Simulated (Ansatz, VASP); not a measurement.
## Two plane-wave programs on MoS2

```
Mo S
1.0
     3.16276    0.00000    0.00000
    -1.58138    2.73903    0.00000
     0.00000    0.00000   17.21826
Mo S
1 2
Direct
  0.00000 0.00000 0.00000
  0.33333 0.66667 0.91051
  0.33333 0.66667 0.08949
```

Change from the starting cell: volume scaled by 0.98.

Alike in both runs: task single point; functional PBE; k mesh 10 × 10 × 2; occupations fermi-dirac, width 0.05 eV; no spin polarisation.

|  | VASP | Ansatz |
| --- | --- | --- |
| version | VASP 6.6.1 | Ansatz 0.2.0 |
| potentials or method | VASP PAW PBE potentials, release 64 (Mo_sv, S) | Ansatz PAW |
| plane-wave cutoff (eV) | 520 | 420 |
| valence electrons in the cell | 26 | 26 |

```csv
,VASP,Ansatz,Ansatz less VASP
gap on the k mesh at the Fermi level (eV),1.80,1.79,-0.013
least direct gap on the mesh (eV),1.98,1.98,-0.004
rms of the force components (eV/Å),0.259,0.266,+0.0067
```

Atom by atom the forces differ by 0.007 eV/Å (rms over components).
